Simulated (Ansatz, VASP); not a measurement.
# MgI2 in VASP and in Ansatz

File INCAR:

```
  ALGO = Normal
  EDIFF = 1E-6
  ENCUT = 520
  GGA = PE
  ISIF = 2
  ISMEAR = 0
  LASPH = True
  LCHARG = True
  LELF = True
  LREAL = False
  LVHAR = True
  LWAVE = False
  NBANDS = 15
  NELM = 100
  PREC = Accurate
  SIGMA = 0.05
```

Contents of KPOINTS:

```
k-points
0
Gamma
  6 6 4
```

File POSCAR:

```
MgI2
1.0
    4.4744378167      0.0000000000      0.0000000000
   -2.2372189084      3.8749768170      0.0000000000
    0.0000000000      0.0000000000      5.9134923372
Mg I
1 2
Direct
    0.0000000000      0.0000000000      0.0000000000
    0.3333333333      0.6666666667      0.7576300000
    0.6666666667      0.3333333333      0.2423700000
```

Input for Ansatz:

```yaml
crystal:
  lattice:
    - [4.4744378167, 0.0, 0.0]
    - [-2.2372189084, 3.874976817, 0.0]
    - [0.0, 0.0, 5.9134923372]
  atoms:
    - { symbol: Mg, position: [0.0, 0.0, 0.0] }
    - { symbol: I, position: [0.3333333333, 0.6666666667, 0.75763] }
    - { symbol: I, position: [0.6666666667, 0.3333333333, 0.24237] }
basis:
  ecutwfc: 420
kpoints:
  mp_grid: { grid: [6, 6, 4] }
hamiltonian:
  xc: pbe
scf:
  occupations: { method: gaussian, width: 0.05 }
output:
  forces: true
  stress: true
  eigenvalues: true
```

Alike in both runs: task single point; functional PBE; k mesh 6 × 6 × 4; occupations gaussian, width 0.05 eV; no spin polarisation.

```csv
,VASP,Ansatz
version,VASP 6.6.1,Ansatz 0.2.0
potentials or method,"VASP PAW PBE potentials, release 64 (Mg, I)","scalar-relativistic, plane waves, PAW"
plane-wave cutoff (eV),520,420
valence electrons in the cell,16,44
```

|  | VASP | Ansatz | Ansatz less VASP |
| --- | --- | --- | --- |
| gap on the k mesh at the Fermi level (eV) | 2.26 | 2.27 | +0.017 |
| least direct gap on the mesh (eV) | 2.26 | 2.27 | +0.017 |
| pressure (GPa) | 1.1 | 1.2 | +0.05 |
| largest component of the traceless stress (GPa) | 3.32 | 3.31 | -0.012 |
| rms of the force components (eV/Å) | 0.166 | 0.170 | +0.0040 |

Atom by atom the forces differ by 0.004 eV/Å (rms over components). The two sets of potentials don't hold the same shells in valence.

Caveats: spin-orbit coupling is left out, which moves the levels of the heavy elements; this functional lacks dispersion, which binds the layers, so the pressure and a relaxed spacing across them are unreliable. A hybrid or GW would open this gap; PBE tends to underestimate it. A k mesh can miss the band edges.
